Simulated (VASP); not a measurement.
# C in VASP: notebook, part 3 of 3

VASP 6.6.1. The steps go on from the part before.

**4. Single point, PBEsol**

INCAR reads:

```
ALGO = Fast
DIPOL = 0.5 0.5 0.500
EDIFF = 1E-7
ENCUT = 520
GGA = PS
ICORELEVEL = 1
IDIPOL = 3
ISIF = 2
ISMEAR = 0
KPAR = 4
LASPH = True
LCHARG = False
LDIPOL = True
LREAL = False
LVACPOTAV = True
LVHAR = True
LWAVE = False
NBANDS = 41
NELM = 80
PREC = Accurate
SIGMA = 0.03
```

KPOINTS reads:

```
k-points
0
Gamma
  12 12 1
```

POSCAR reads:

```
C                                       
1.0
    2.5136995500      0.0000000000      0.0000000000
   -1.2568497800      2.1769276700      0.0000000000
    0.0000000000      0.0000000000     27.8276693200
  C             
    14
Direct
     0.0000000000000000    0.0000000000000000    0.2740662638250232
     0.6666666699999979    0.3333333300000021    0.2834722503906350
     0.6666666699999979    0.3333333300000021    0.3436216503545452
     0.3333333300000021    0.6666666699999979    0.3610976470665681
     0.3333333300000021    0.6666666699999979    0.4169939078390782
     0.0000000000000000    0.0000000000000000    0.4353479459443528
     0.0000000000000000    0.0000000000000000    0.4907912545676991
     0.6666666699999979    0.3333333300000021    0.5092087454323008
     0.6666666699999979    0.3333333300000021    0.5646520540556472
     0.3333333300000021    0.6666666699999979    0.5830060921609217
     0.3333333300000021    0.6666666699999979    0.6389023529334317
     0.0000000000000000    0.0000000000000000    0.6563783496454547
     0.0000000000000000    0.0000000000000000    0.7165277496093649
     0.6666666699999979    0.3333333300000021    0.7259337361749767
```

Potentials or basis: VASP PAW PBE potentials, release 64 (C).

Started as:

```sh
$ cat potpaw_PBE.64/C/POTCAR > POTCAR
$ mpirun -np 4 vasp_std > vasp.out
```

OUTCAR:

```text
EDIFF = 1E-7
   ENCUT = 520
   GGA = PS
   ISIF = 2
   ISMEAR = 0
   LASPH = True
   LREAL = False
   NELM = 80
   PREC = Accurate

 ion  position               nearest neighbor table
   1  0.000  0.000  0.274-   2 1.47   2 1.47   2 1.47
   2  0.667  0.333  0.283-   1 1.47   1 1.47   1 1.47   3 1.67
   3  0.667  0.333  0.344-   4 1.53   4 1.53   4 1.53   2 1.67
   4  0.333  0.667  0.361-   3 1.53   3 1.53   3 1.53   5 1.56
   5  0.333  0.667  0.417-   6 1.54   6 1.54   6 1.54   4 1.56
   6  0.000  0.000  0.435-   5 1.54   5 1.54   5 1.54   7 1.54
   7  0.000  0.000  0.491-   8 1.54   8 1.54   8 1.54   6 1.54
   8  0.667  0.333  0.509-   7 1.54   7 1.54   7 1.54   9 1.54
   9  0.667  0.333  0.565-  10 1.54  10 1.54  10 1.54   8 1.54
  10  0.333  0.667  0.583-   9 1.54   9 1.54   9 1.54  11 1.56
  11  0.333  0.667  0.639-  12 1.53  12 1.53  12 1.53  10 1.56
  12  0.000  0.000  0.656-  11 1.53  11 1.53  11 1.53  13 1.67
  13  0.000  0.000  0.717-  14 1.47  14 1.47  14 1.47  12 1.67
  14  0.667  0.333  0.726-  13 1.47  13 1.47  13 1.47

  LATTYP: Found a hexagonal cell.
 ALAT       =     2.5136995500
 C/A-ratio  =    11.0704039073

  Lattice vectors:

 A1 = (   2.5136995500,   0.0000000000,   0.0000000000)
 A2 = (  -1.2568497800,   2.1769276700,   0.0000000000)
 A3 = (   0.0000000000,   0.0000000000,  27.8276693200)

Analysis of symmetry for initial positions (statically):
=====================================================================
 Subroutine PRICEL returns:
 Original cell was already a primitive cell.

 Routine SETGRP: Setting up the symmetry group for a
 hexagonal supercell.

 Subroutine GETGRP returns: Found 12 space group operations
 (whereof  6 operations were pure point group operations)
 out of a pool of 24 trial point group operations.

The static configuration has the point symmetry C_3v.
 The point group associated with its full space group is D_3d.

Analysis of symmetry for dynamics (positions and initial velocities):
=====================================================================
 Subroutine PRICEL returns:
 Original cell was already a primitive cell.

 Routine SETGRP: Setting up the symmetry group for a
 hexagonal supercell.

 Subroutine GETGRP returns: Found 12 space group operations
 (whereof  6 operations were pure point group operations)
 out of a pool of 24 trial point group operations.

The dynamic configuration has the point symmetry C_3v.
 The point group associated with its full space group is D_3d.

 Subroutine INISYM returns: Found 12 space group operations
 (whereof  6 operations are pure point group operations),
 and found     1 'primitive' translations

----------------------------------------------------------------------------------------

                                     Primitive cell

  volume of cell :     152.2770

  direct lattice vectors                    reciprocal lattice vectors
     2.513699550  0.000000000  0.000000000     0.397820018  0.229681495  0.000000000
    -1.256849780  2.176927670  0.000000000     0.000000000  0.459362988  0.000000000
     0.000000000  0.000000000 27.827669320     0.000000000  0.000000000  0.035935456

  length of vectors
     2.513699550  2.513699554 27.827669320     0.459362989  0.459362988  0.035935456

  position of ions in fractional coordinates (direct lattice)
     0.000000000  0.000000000  0.274066264
     0.666666670  0.333333330  0.283472250
     0.666666670  0.333333330  0.343621650
     0.333333330  0.666666670  0.361097647
     0.333333330  0.666666670  0.416993908
[... 96 lines left out ...]
   IBRION =     -1    ionic relax: 0-MD 1-quasi-New 2-CG
   NFREE  =      0    steps in history (QN), initial steepest desc. (CG)
   ISIF   =      2    stress and relaxation
   ISYM   =      2    0-nonsym 1-usesym 2-fastsym
   POTIM  = 0.5000    time-step for ionic-motion
   TEBEG  =    0.0;   TEEND  =   0.0 temperature during run
   PSTRESS=    0.0 pullay stress
   NELECT =      56.0000    total number of electrons
   NUPDOWN=      -1.0000    fix difference up-down
   EMIN   =  10.00;   EMAX   =-10.00  energy-range for DOS
   EFERMI =   0.00;   METHOD = LEGACY
   ISMEAR =     0;   SIGMA  =   0.03  broadening in eV -4-tet -1-fermi 0-gaus
   EFERMI_NEDOS =   21; number of points for ismear=-14 and -15
   IALGO  =     68    algorithm
   IMIX   =      4    mixing-type and parameters
     AMIX     =   0.40;   BMIX     =  1.00
     AMIX_MAG =   1.60;   BMIX_MAG =  1.00
  volume/ion in A,a.u.               =      10.88        73.40
  Fermi-wavevector in a.u.,A,eV,Ry     =   1.172896  2.216452 18.717325  1.375685
  Thomas-Fermi vector in A             =   2.309317
   LORBIT       =      0    0 simple, 1 ext, 2 COOP (PROOUT), +10 PAW based schemes
   GGA     = PS    functional components
   LHFCALC =     F    Hartree Fock is set to
   AEXX    =    0.0000 exact exchange contribution
   IVDW    =     0    specifies the selected vdW correction
   LEPSILON=     F    determine dielectric tensor
   LRPA    =     F    only Hartree local field effects (RPA)
 non-spin polarized calculation
 RMM-DIIS sequential band-by-band and
 Gauss-broadening in eV      SIGMA  =   0.03
  energy-cutoff  :      520.00
  volume of cell :      152.28
 maximum number of plane-waves:      4135
 NGX is ok and might be reduce to    20
   NGX =  9   NGY =  9   NGZ =103

 number of electron      55.9999999 magnetization

 dipolmoment           0.000000      0.000000     -0.000000 electrons x Angstroem

 Free energy of the ion-electron system (eV)
  ---------------------------------------------------
  ext. energy  EPLUGINS =         0.00000000
  ---------------------------------------------------
  free energy    TOTEN  =      -130.62459260 eV

  energy without entropy =     -130.62324163  energy(sigma->0) =     -130.62391712

 the core state eigenenergies are
   1-  1s   -262.3607
   2-  1s   -263.4922
   3-  1s   -264.4903
   4-  1s   -264.1454
   5-  1s   -264.4767
   6-  1s   -264.4117
   7-  1s   -264.4551
   8-  1s   -264.4551
   9-  1s   -264.4117
  10-  1s   -264.4766
  11-  1s   -264.1454
  12-  1s   -264.4903
  13-  1s   -263.4922
  14-  1s   -262.3607

 E-fermi :   3.5523     XC(G=0):  -7.5180

 val. band max:        3.5199663620   @ k =   0.3333   0.0833   0.0000
 cond. band min:       3.5553530732   @ k =   0.3333  -0.0000   0.0000
 fundamental gap:      0.0353867112
 Fermi energy:         3.5522533458

 k-point     1 :       0.0000    0.0000    0.0000
  band No.  band energies     occupation
      1     -19.9166      2.00000
      2     -19.3178      2.00000
      3     -18.5196      2.00000
      4     -17.5746      2.00000
      5     -16.4938      2.00000
      6     -15.2413      2.00000
[... 806 lines left out ...]
     39      13.8514      0.00000
     40      13.8517      0.00000
 [bands above 40 left out]

------------------------ aborting loop because EDIFF is reached ----------------------------------------

  FORCE on cell =-STRESS in cart. coord.  units (eV):
  Direction    XX          YY          ZZ          XY          YZ          ZX
  --------------------------------------------------------------------------------------
  -------------------------------------------------------------------------------------
  Total        0.4765282      0.4765282     -0.1791824     -0.0000000      0.0000000     -0.0000000
  in kB        5.0137772      5.0137772     -1.8852616     -0.0000000      0.0000000     -0.0000000
  external PRESSURE =       2.7140976 kB  Pullay stress =       0.0000000 kB

 VOLUME and BASIS-vectors are now :
 -----------------------------------------------------------------------------
  energy-cutoff  :      520.00
  volume of cell :      152.28
      direct lattice vectors                 reciprocal lattice vectors
     2.513699550  0.000000000  0.000000000     0.397820018  0.229681495  0.000000000
    -1.256849780  2.176927670  0.000000000     0.000000000  0.459362988  0.000000000
     0.000000000  0.000000000 27.827669320     0.000000000  0.000000000  0.035935456

 POSITION                                       TOTAL-FORCE (eV/Angst)
 -----------------------------------------------------------------------------------
      0.00000      0.00000      7.62663         0.000000     -0.000000      0.000308
      1.25685      0.72564      7.88837         0.000000     -0.000000      0.005944
      1.25685      0.72564      9.56219        -0.000000     -0.000000     -0.000640
     -0.00000      1.45129     10.04851        -0.000000     -0.000000      0.001100
     -0.00000      1.45129     11.60397        -0.000000      0.000000      0.004787
      0.00000      0.00000     12.11472        -0.000000      0.000000     -0.001986
      0.00000      0.00000     13.65758         0.000000     -0.000000     -0.003666
      1.25685      0.72564     14.17009        -0.000000      0.000000      0.003666
      1.25685      0.72564     15.71295         0.000000     -0.000000      0.001986
     -0.00000      1.45129     16.22370         0.000000     -0.000000     -0.004787
     -0.00000      1.45129     17.77916         0.000000     -0.000000     -0.001100
      0.00000      0.00000     18.26548        -0.000000      0.000000      0.000640
      0.00000      0.00000     19.93930        -0.000000      0.000000     -0.005944
      1.25685      0.72564     20.20104        -0.000000     -0.000000     -0.000308
 -----------------------------------------------------------------------------------
    total drift:                               -0.000002      0.000001     -0.000013

  FREE ENERGIE OF THE ION-ELECTRON SYSTEM (eV)
  ---------------------------------------------------
  free  energy   TOTEN  =      -130.6245925991 eV

  energy  without entropy=     -130.6232416313  energy(sigma->0) =     -130.62391712

 vacuum level on the upper side and lower side of the slab         8.306         8.306
```

Wall time 2.1 min (4 MPI ranks of Intel Xeon Platinum 8488C (Sapphire Rapids), shared host); peak memory 0.3 GiB.

Results:

```yaml
Free_energy: -130.6246 eV
Largest_force: 0.006 eV/Å
Band_gap_on_the_k_mesh: none (metal or under the smearing width)
Work_function_of_the_upper_face: 4.75 eV
Work_function_of_the_lower_face: 4.75 eV
```

Forces in eV/Å, atoms in the order of the input:
```
C    0.000  0.000  0.000
C    0.000  0.000  0.006
C    0.000  0.000 -0.001
C    0.000  0.000  0.001
C    0.000  0.000  0.005
C    0.000  0.000 -0.002
C    0.000  0.000 -0.004
C    0.000  0.000  0.004
C    0.000  0.000  0.002
C    0.000  0.000 -0.005
C    0.000  0.000 -0.001
C    0.000  0.000  0.001
C    0.000  0.000 -0.006
C    0.000  0.000  0.000
```

Levels at points of the mesh, in eV from the Fermi level:
| k point | band 23 | band 24 | band 25 | band 26 | band 27 | band 28 | band 29 | band 30 | band 31 | band 32 |
| --- | --- | --- | --- | --- | --- | --- | --- | --- | --- | --- |
| (0.00, 0.00, 0.00) | -2.96 | -2.50 | -2.50 | -2.17 | -2.17 | 0.33 | 0.74 | 3.98 | 3.98 | 4.28 |
| (0.50, 0.00, 0.00) | -6.02 | -5.76 | -5.42 | -5.09 | -5.03 | -0.25 | -0.24 | 2.73 | 3.03 | 3.46 |

Core levels (eV, on the scale of the bands):
| atom | levels |
| --- | --- |
| 1 C | 1s -262.4 |
| 2 C | 1s -263.5 |
| 3 C | 1s -264.5 |
| 4 C | 1s -264.1 |
| 5 C | 1s -264.5 |
| 6 C | 1s -264.4 |

Caveat: the PAW data sets were made with another functional, which shifts forces and pressure a little.
